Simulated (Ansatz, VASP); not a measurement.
## One calculation of HfO2, two programs

INCAR

```
SYSTEM = HfO2
PREC = Accurate ; ENCUT = 520
EDIFF = 1E-6 ; ISMEAR = -1
SIGMA = 0.05 ; LREAL = .FALSE.
LASPH = .TRUE. ; NELM = 60
ALGO = Normal ; ISIF = 2
LWAVE = .FALSE. ; LCHARG = .FALSE.
GGA = PE ; NBANDS = 31
```

File KPOINTS:

```
Automatic mesh
0
G
  8 8 5
  0 0 0
```

POSCAR

```
HfO2
1.0
    3.5580193300      0.0000000000      0.0000000000
    0.0000000000      3.5580193300      0.0000000000
    0.0000000000      0.0000000000      5.1718612100
Hf O
2 4
Direct
    0.0000000000      0.0000000000      0.0000000000
    0.5000000000      0.5000000000      0.5000000000
    0.0000000000      0.5000000000      0.1972078800
    0.5000000000      0.0000000000      0.3027921200
    0.5000000000      0.0000000000      0.8027921200
    0.0000000000      0.5000000000      0.6972078800
```

File input.yaml:

```yaml
crystal:
  lattice:
    - [3.55801933, 0.0, 0.0]
    - [0.0, 3.55801933, 0.0]
    - [0.0, 0.0, 5.17186121]
  atoms:
    - { symbol: Hf, position: [0.0, 0.0, 0.0] }
    - { symbol: Hf, position: [0.5, 0.5, 0.5] }
    - { symbol: O, position: [0.0, 0.5, 0.19720788] }
    - { symbol: O, position: [0.5, 0.0, 0.30279212] }
    - { symbol: O, position: [0.5, 0.0, 0.80279212] }
    - { symbol: O, position: [0.0, 0.5, 0.69720788] }
kpoints:
  mp_grid: { grid: [8, 8, 5] }
  band_path:
    path:
      - [0.0, 0.0, 0.0]
      - [0.0, 0.5, 0.0]
      - [0.5, 0.5, 0.0]
      - [0.0, 0.0, 0.0]
      - [0.0, 0.0, 0.5]
      - [0.0, 0.5, 0.5]
      - [0.5, 0.5, 0.5]
      - [0.0, 0.0, 0.5]
    npoints: 12
scf:
  occupations: { method: fermi_dirac, width: 0.05 }
hamiltonian:
  xc: pbe
  pseudopotentials: { kind: all_electron, lapw: { basis_error: 0.002 } }
output:
  forces: true
  stress: true
  eigenvalues: true
```

Alike in both runs: functional PBE; k mesh 8 × 8 × 5; occupations fermi-dirac, width 0.05 eV; no spin polarisation.

|  | VASP | Ansatz |
| --- | --- | --- |
| version | VASP 6.6.1 | Ansatz 0.2.0 |
| potentials or method | VASP PAW PBE potentials, release 64 (Hf_pv, O) | all-electron LAPW, scalar-relativistic |
| plane-wave cutoff (eV) | 520 | see its input |
| task | single point | band structure |

Ansatz gave:

| Item | Value |
| --- | --- |
| gap on the k mesh at the Fermi level (eV) | 4.77 |
| least direct gap on the mesh (eV) | 4.83 |
| pressure (GPa) | 10.0 |
| largest component of the traceless stress (GPa) | 0.60 |
| rms of the force components (eV/Å) | 0.065 |

Task: What did VASP give for the same quantities?

Result: gap on the k mesh at the Fermi level (eV): 4.76; least direct gap on the mesh (eV): 4.83; pressure (GPa): 6.5; largest component of the traceless stress (GPa): 0.53; rms of the force components (eV/Å): 0.047.

Atom by atom the forces differ by 0.018 eV/Å (rms over components). Ansatz ran all-electron here, so the differences hold the error of VASP's frozen core and of both bases.

Caveats: spin-orbit coupling is left out, which moves the levels of the heavy elements; an odd mesh through Γ misses points on the zone boundary, where band edges often lie (VASP).
